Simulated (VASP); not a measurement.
# Al2O3 (Corundum) (R-3c) in VASP: further runs, part 2 of 2

VASP 6.6.1.

## (3) Relaxation of cell and atoms, LDA

Input file INCAR:

```
PREC = Accurate
ENCUT = 600
EDIFF = 1E-6
ISMEAR = 0
SIGMA = 0.02
LREAL = F
LASPH = T
NELM = 100
ALGO = Fast
ISIF = 3
LWAVE = F
LCHARG = F
GGA = CA
IBRION = 2
NSW = 70
EDIFFG = -0.005
```

Input file KPOINTS:

```
Automatic mesh
0
Gamma
  6 6 6
```

Input file POSCAR:

```
Al2O3
1.0
    2.4043547042      1.3881548357      4.3744984117
   -2.4043547042      1.3881548357      4.3744984117
    0.0000000000     -2.7763096714      4.3744984117
Al O
4 6
Direct
    0.3521453521      0.3521453521      0.3521453521
    0.1478546479      0.1478546479      0.1478546479
    0.6478546479      0.6478546479      0.6478546479
    0.8521453521      0.8521453521      0.8521453521
    0.5561715155      0.9438284845      0.2500000000
    0.2500000000      0.5561715155      0.9438284845
    0.9438284845      0.2500000000      0.5561715155
    0.4438284845      0.0561715155      0.7500000000
    0.7500000000      0.4438284845      0.0561715155
    0.0561715155      0.7500000000      0.4438284845
```

Potentials or basis: VASP PAW LDA potentials, release 64 (Al, O).

Started as:

```console
$ cat potpaw_LDA.64/Al/POTCAR potpaw_LDA.64/O/POTCAR > POTCAR
$ mpirun -np 1 vasp_std > vasp.out
```

OUTCAR:

```text
PREC = Accurate
   ENCUT = 600
   EDIFF = 1E-6
   ISMEAR = 0
   LREAL = F
   LASPH = T
   NELM = 100
   ISIF = 3
   GGA = CA
   IBRION = 2
   NSW = 70
   EDIFFG = -0.005

 ion  position               nearest neighbor table
   1  0.352  0.352  0.352-  10 1.87   8 1.87   9 1.87   5 1.99   6 1.99   7 1.99   2 2.68   3 2.82
                             3 2.82   3 2.82   2 3.25   2 3.25   2 3.25
   2  0.148  0.148  0.148-   9 1.87   8 1.87  10 1.87   5 1.99   7 1.99   6 1.99   1 2.68   4 2.82
                             4 2.82   4 2.82   1 3.25   1 3.25   1 3.25
   3  0.648  0.648  0.648-   7 1.87   5 1.87   6 1.87   8 1.99   9 1.99  10 1.99   4 2.68   1 2.82
                             1 2.82   1 2.82   4 3.25   4 3.25   4 3.25
   4  0.852  0.852  0.852-   6 1.87   5 1.87   7 1.87   8 1.99  10 1.99   9 1.99   3 2.68   2 2.82
                             2 2.82   2 2.82   3 3.25   3 3.25   3 3.25
   5  0.556  0.944  0.250-   3 1.87   4 1.87   1 1.99   2 1.99
   6  0.250  0.556  0.944-   4 1.87   3 1.87   1 1.99   2 1.99
[... 531 lines left out ...]

 val. band max:        6.0449503620   @ k =   0.0000   0.0000   0.0000
 cond. band min:      12.4658578260   @ k =   0.0000   0.0000   0.0000
 fundamental gap:      6.4209074641
 Fermi energy:         6.1247555199

 k-point     1 :       0.0000    0.0000    0.0000
  band No.  band energies     occupation
      1     -13.1298      2.00000
      2     -10.6169      2.00000
      3     -10.3134      2.00000
      4     -10.3134      2.00000
      5      -9.9707      2.00000
      6      -9.9707      2.00000
[... 781 lines left out ...]
     29      16.6107      0.00000
     30      17.1668      0.00000

 [... further k-points ...]

------------------------ aborting loop because EDIFF is reached ----------------------------------------

  FORCE on cell =-STRESS in cart. coord.  units (eV):
  Direction    XX          YY          ZZ          XY          YZ          ZX
  --------------------------------------------------------------------------------------
  -------------------------------------------------------------------------------------
  Total       -0.0116562     -0.0116562     -0.0118768      0.0000000      0.0000000      0.0000000
  in kB       -0.2240163     -0.2240163     -0.2282559      0.0000000      0.0000000      0.0000000
  external PRESSURE =      -0.2254295 kB  Pullay stress =       0.0000000 kB
[... 25 lines left out ...]
  FREE ENERGIE OF THE ION-ELECTRON SYSTEM (eV)
  ---------------------------------------------------
  free  energy   TOTEN  =       -83.1431156159 eV

  energy  without entropy=      -83.1431156159  energy(sigma->0) =      -83.14311562

 reached required accuracy - stopping structural energy minimisation
```

CONTCAR:

```text
Al2O3
   1.00000000000000
     2.3661919001699645    1.3661215305200951    4.2982921916606829
    -2.3661919001699645    1.3661215305200951    4.2982921916606829
    -0.0000000000000000   -2.7322430610401902    4.2982921916606829
  Al              O
     4     6
Direct
     0.3519932525167352    0.3519932525167352    0.3519932525167352
     0.1480067474832648    0.1480067474832648    0.1480067474832648
     0.6480067474832648    0.6480067474832648    0.6480067474832648
     0.8519932525167352    0.8519932525167352    0.8519932525167352
     0.5557425309499100    0.9442574690500900    0.2500000000000000
     0.2500000000000001    0.5557425309499100    0.9442574690500899
     0.9442574690500900    0.2500000000000000    0.5557425309499101
     0.4442574690500899    0.0557425309499100    0.7500000000000000
     0.7500000000000000    0.4442574690500899    0.0557425309499101
     0.0557425309499101    0.7500000000000000    0.4442574690500899

  0.00000000E+00  0.00000000E+00  0.00000000E+00
  0.00000000E+00  0.00000000E+00  0.00000000E+00
  0.00000000E+00  0.00000000E+00  0.00000000E+00
  0.00000000E+00  0.00000000E+00  0.00000000E+00
  0.00000000E+00  0.00000000E+00  0.00000000E+00
  0.00000000E+00  0.00000000E+00  0.00000000E+00
  0.00000000E+00  0.00000000E+00  0.00000000E+00
  0.00000000E+00  0.00000000E+00  0.00000000E+00
  0.00000000E+00  0.00000000E+00  0.00000000E+00
  0.00000000E+00  0.00000000E+00  0.00000000E+00
```

Run time: 4.4 min. Hardware: 1 thread of Intel Xeon 6975P-C (Granite Rapids), shared host; peak memory 0.24 GiB.

What came out:

| Item | Value |
| --- | --- |
| Free energy | -83.1431 eV |
| Relaxed volume | 8.34 Å³/atom |
| Relaxed cell | a = 5.093 Å, b = 5.093 Å, c = 5.093 Å, α = 55.37°, β = 55.37°, γ = 55.37° |
| Space group after relaxing (to 0.05 Å) | R-3c (No. 167) |
| Energy gained by relaxing | 16.2 meV/atom |
| Ionic steps | 8 |
| Pressure after relaxing | 0.0 GPa |
| Band gap on the k mesh | 6.42 eV, direct |

The path:
```csv
step,energy change (eV),largest force (eV/Å),pressure (GPa),volume (Å³)
1,0.0000,0.1008,-11.67,87.60
2,-0.0227,0.1328,12.69,79.76
3,-0.1613,0.0350,-0.09,83.40
4,-0.1612,0.0350,0.15,83.32
5,-0.1616,0.0074,0.18,83.30
6,-0.1616,0.0034,0.18,83.31
7,-0.1616,0.0020,-0.12,83.40
8,-0.1617,0.0009,-0.02,83.37
```

Final structure:
```xyz
10
Lattice="2.3662 1.3661 4.2983 -2.3662 1.3661 4.2983 0.0000 -2.7322 4.2983" Properties=species:S:1:pos:R:3 pbc="T T T"
Al    0.0000    0.0000    4.5389
Al    0.0000    0.0000    1.9085
Al    0.0000    0.0000    8.3560
Al    0.0000    0.0000   10.9863
O    -0.9193    1.3661    7.5220
O    -0.7234   -1.4792    7.5220
O     1.6427    0.1131    7.5220
O     0.9193   -1.3661    5.3729
O     0.7234    1.4792    5.3729
O    -1.6427   -0.1131    5.3729
```

A k mesh can miss the band edges. LDA usually gives volumes a few per cent too small.
